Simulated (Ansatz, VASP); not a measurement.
## One calculation of Zr3S2, two programs

File INCAR:

```
SYSTEM = Zr3S2
PREC = Accurate ; ENCUT = 520
EDIFF = 1E-6 ; ISMEAR = -1
SIGMA = 0.05 ; LREAL = .FALSE.
LASPH = .TRUE. ; NELM = 60
ALGO = Normal ; ISIF = 2
LWAVE = .FALSE. ; LCHARG = .TRUE.
GGA = PS ; LELF = .TRUE.
LVHAR = .TRUE. ; NBANDS = 32
```

File KPOINTS:

```
Automatic mesh
0
G
  6 6 6
  0 0 0
```

POSCAR

```
Zr3S2
1.0
    2.9025379727      1.6757810799      3.4877732718
   -2.9025379727      1.6757810799      3.4877732718
    0.0000000000     -3.3515621597      3.4877732718
Zr S
3 2
Direct
    0.8387270000      0.5000000000      0.1612730000
    0.5000000000      0.1612730000      0.8387270000
    0.1612730000      0.8387270000      0.5000000000
    0.6650230000      0.6650230000      0.6650230000
    0.3349770000      0.3349770000      0.3349770000
```

Contents of input.yaml:

```yaml
crystal:
  lattice:
    - [2.9025379727, 1.6757810799, 3.4877732718]
    - [-2.9025379727, 1.6757810799, 3.4877732718]
    - [0.0, -3.3515621597, 3.4877732718]
  atoms:
    - { symbol: Zr, position: [0.838727, 0.5, 0.161273] }
    - { symbol: Zr, position: [0.5, 0.161273, 0.838727] }
    - { symbol: Zr, position: [0.161273, 0.838727, 0.5] }
    - { symbol: S, position: [0.665023, 0.665023, 0.665023] }
    - { symbol: S, position: [0.334977, 0.334977, 0.334977] }
hamiltonian:
  xc: pbesol
  pseudopotentials: { kind: paw }
kpoints:
  mp_grid: { grid: [6, 6, 6] }
  band_path:
    path:
      - [[0.0, 0.0, 0.0], [0.5, 0.0, 0.0], [0.5, 0.3205695712, -0.3205695712]]
      - [[0.6794304288, 0.5, 0.3205695712], [0.5, 0.5, 0.5], [0.0, 0.0, 0.0], [0.4102847856, 0.0, -0.4102847856]]
      - [[0.5897152144, 0.4102847856, 0.0], [0.5, 0.5, 0.0], [0.5897152144, 0.5897152144, 0.3205695712], [0.5, 0.5, 0.5]]
      - [[0.5, 0.0, 0.0], [0.6794304288, 0.4102847856, 0.4102847856]]
    npoints: 14
scf:
  occupations: { method: fermi_dirac, width: 0.05 }
  n_extra_bands: 12
output:
  forces: true
  stress: true
  eigenvalues: true
  fatbands: true
```

The cell comes from a database or a generator and needn't be the stable form of this composition.

Alike in both runs: functional PBEsol; k mesh 6 × 6 × 6; occupations fermi-dirac, width 0.05 eV; no spin polarisation.

|  | VASP | Ansatz |
| --- | --- | --- |
| version | VASP 6.6.1 | Ansatz 0.2.0 |
| potentials or method | VASP PAW PBE potentials, release 64 (Zr_sv, S) | Ansatz PAW |
| plane-wave cutoff (eV) | 520 | 420 |
| valence electrons in the cell | 48 | 48 |
| task | single point | band structure |

Ansatz gave:

```
gap on the k mesh at the Fermi level (eV)       : none
pressure (GPa)                                  : -5.1
largest component of the traceless stress (GPa) : 0.29
rms of the force components (eV/Å)              : 0.060
```

Estimate VASP's values.

gap on the k mesh at the Fermi level (eV): none; pressure (GPa): -5.0; largest component of the traceless stress (GPa): 0.22; rms of the force components (eV/Å): 0.057.

Atom by atom the forces differ by 0.003 eV/Å (rms over components). A gap of «none» marks a metal or a gap that the smearing closes. With one functional, cell and mesh, what is left measures potentials, basis and numerics.

Caveats: the PAW data sets were made with another functional, which shifts forces and pressure a little (VASP); the PAW data sets come from PBE, with cores solved anew for the run's functional, which leaves a small shift of forces and pressure (Ansatz).
